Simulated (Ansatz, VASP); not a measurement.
## PbS in VASP and in Ansatz

```xyz
2
Lattice="0.0000 2.9650 2.9650 2.9650 0.0000 2.9650 2.9650 2.9650 0.0000" Properties=species:S:1:pos:R:3 pbc="T T T"
Pb    0.0000    0.0000    0.0000
S     2.9650    2.9650    2.9650
```

Alike in both runs: task single point; functional PBE; k mesh 10 × 10 × 10; occupations gaussian, width 0.03 eV; no spin polarisation.

```csv
,VASP,Ansatz
version,VASP 6.6.1,Ansatz 0.2.0
potentials or method,"VASP PAW PBE potentials, release 64 (Pb_d, S)","scalar-relativistic, plane waves, PAW"
plane-wave cutoff (eV),520,420
valence electrons in the cell,20,20
```

|  | VASP | Ansatz | Ansatz less VASP |
| --- | --- | --- | --- |
| gap on the k mesh at the Fermi level (eV) | 0.36 | 0.35 | -0.007 |
| least direct gap on the mesh (eV) | 0.36 | 0.35 | -0.007 |
| pressure (GPa) | 2.2 | 2.3 | +0.07 |

Caveats: spin-orbit coupling is left out, which as a rule narrows the gap of such compounds by several tenths of an eV.
